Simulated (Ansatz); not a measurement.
CoO: an elastic run with k mesh 3×3×3

These are results of DFT PBE+U, scalar-relativistic, plane waves, PAW (Ansatz 0.2.0), not measurements.

Launched with:
```bash
ansatz run input.yaml --threads 1 --pin off --max-ram 3072MiB --backend cpu --events-out ev --progress --plain --runs-dir out
```

Input (bare energies are in eV):
```yaml
crystal:
  lattice:
    - [-1.4988479147, 1.4988479147, 2.2653713856]
    - [1.4988479147, -1.4988479147, 2.2653713856]
    - [1.4988479147, 1.4988479147, -2.2653713856]
  atoms:
    - { symbol: Co, position: [0.0, 0.0, 0.0], spin: 2.84 }
    - { symbol: O, position: [0.5, 0.5, 0.0], spin: 0.26 }
basis:
  ecutwfc: 420
kpoints:
  mp_grid: { grid: [3, 3, 3] }
hamiltonian:
  xc: pbe
  hubbard: { sites: [{ species: Co, l: d, u_eff: 3.32 }] }
scf:
  occupations: { method: gaussian, width: 0.01 }
output:
  forces: true
  stress: true
  eigenvalues: true
  populations: true
magnetization:
  spin_polarized: true
elastic:
  mode: relaxed_ion
  stencil: two_point
```

From the output:
```
--- Elastic constants: 6 strain directions × 2 members + reference (group order 4) ---
  dense FFT box of the reference and of every strained cell: 24×24×24
  strains applied: 11, 22, 33, 23, 13, 12; error gains: componentwise 1.00 (the most a stress slope's error grows in a printed constant), spectral 1.00 (1 for all six strains in a standard setting)
  C = ∂σ_k/∂η_j (tension-positive GPa; Voigt order 11 22 33 23 13 12):
       305.493    144.448    115.698      2.267     -0.000     -0.000
       143.380    313.013    112.253     -0.309      0.000     -0.000
       107.727    105.147    161.897     -3.081      0.000      0.000
         3.430      0.943     -2.061     65.682      0.000      0.000
         0.000      0.000     -0.000      0.000     60.519     -5.414
         0.000      0.000      0.000      0.000     -5.371     68.484
  reference stress σ⁰ (GPa):     -3.066     -2.096      4.942     -1.159     -0.000     -0.000
  C* (energy form; C + prestress term) asymmetry max|C*_kj − C*_jk| = 1.387e-1 GPa — a small one proves nothing (zero by symmetry where the batch's group is 432, −43m or m−3m); a large one is finite-difference/SCF noise where every solve ...
  moduli (Voigt/Reuss/Hill, GPa): K = 167.67/145.97/156.82   G = 66.68/63.08/64.88   E = 171.04   ν = 0.318
  mechanically stable: yes (min eigenvalue of sym C = 57.80 GPa)
  strain η (Voigt 11):  stress-route row diagonal C_11 = 305.49 GPa, energy-path curvature d²(F+E_count+ΔE)/dδ²/Ω₀ = 301.39 GPa
         δ    σ_11 (GPa) F (eV) n_scf n_hpsi n_pw
    -2.000e-3      -3.6794       -5691.3222619      15   10555    407   relax 0 steps, max|allowed force component| 9.86e-32 eV/Å
     2.000e-3      -2.4575       -5691.3237854      11    7918    407   relax 0 steps, max|allowed force component| 2.96e-30 eV/Å
  strain η (Voigt 22):  stress-route row diagonal C_22 = 313.01 GPa, energy-path curvature d²(F+E_count+ΔE)/dδ²/Ω₀ = 308.05 GPa
         δ    σ_22 (GPa) F (eV) n_scf n_hpsi n_pw
    -2.000e-3      -2.7243       -5691.3225082      15   10260    407   relax 0 steps, max|allowed force component| 0.00e0 eV/Å
     2.000e-3      -1.4722       -5691.3235408      11    9097    407   relax 0 steps, max|allowed force component| 3.35e-30 eV/Å
  strain η (Voigt 33):  stress-route row diagonal C_33 = 161.90 GPa, energy-path curvature d²(F+E_count+ΔE)/dδ²/Ω₀ = 173.39 GPa
         δ    σ_33 (GPa) F (eV) n_scf n_hpsi n_pw
    -2.000e-3       4.6140       -5691.3244207      16   11069    407   relax 0 steps, max|allowed force component| 0.00e0 eV/Å
     2.000e-3       5.2616       -5691.3216788      12    8654    407   relax 0 steps, max|allowed force component| 0.00e0 eV/Å
  strain η (Voigt 23):  stress-route row diagonal C_44 = 65.68 GPa, energy-path curvature d²(F+E_count+ΔE)/dδ²/Ω₀ = 69.99 GPa
         δ    σ_23 (GPa) F (eV) n_scf n_hpsi n_pw
    -2.000e-3      -1.2907       -5691.3227554      13    9820    407   relax 0 steps, max|allowed force component| 0.00e0 eV/Å
     2.000e-3      -1.0280       -5691.3233412      11    8914    407   relax 0 steps, max|allowed force component| 0.00e0 eV/Å
  strain η (Voigt 13):  stress-route row diagonal C_55 = 60.52 GPa, energy-path curvature d²(F+E_count+ΔE)/dδ²/Ω₀ = 65.61 GPa
         δ    σ_13 (GPa) F (eV) n_scf n_hpsi n_pw
    -2.000e-3      -0.1210       -5691.3230473      20   21162    407   relax 0 steps, max|allowed force component| 0.00e0 eV/Å
     2.000e-3       0.1210       -5691.3230473      12   12475    407   relax 0 steps, max|allowed force component| 0.00e0 eV/Å
  strain η (Voigt 12):  stress-route row diagonal C_66 = 68.48 GPa, energy-path curvature d²(F+E_count+ΔE)/dδ²/Ω₀ = 69.59 GPa
         δ    σ_12 (GPa) F (eV) n_scf n_hpsi n_pw
    -2.000e-3      -0.1370       -5691.3229615      20   20384    407   relax 0 steps, max|allowed force component| 0.00e0 eV/Å
     2.000e-3       0.1370       -5691.3229615      14   14575    407   relax 0 steps, max|allowed force component| 0.00e0 eV/Å
--- Löwdin populations: 2 sites ---
  site symbol q [e]    m [muB]
     0     Co     15.8073     2.7043
     1      O      7.0701     0.2947
  spilling = 0.005331 (of n_electrons = 23.000000)
```

It took 32 s on 1 thread of Intel(R) Xeon(R) Platinum 8488C (Sapphire Rapids), on a shared host, peak memory 0.36 GiB.

Beside the reference run (Settings: 420 eV plane-wave cutoff, Γ-centred 16×16×16 mesh, Gaussian smearing of 0.01 eV. U_eff = 3.32 eV on Co d. Collinear spin, site moments 2.6, 0.2 μB.), the elastic coefficients (GPa; two-point stencil, strain 0.002 and ions relaxed unless stated):
```
      setting C11    C12   C44    C33    C13   C66
reference run  347.3  122.7  55.0  219.2   96.4  75.0
 k mesh 3×3×3  305.5  144.4  65.7  161.9  115.7  68.5
```

The magnetic state is the one reached from the starting moments and may not be the lowest.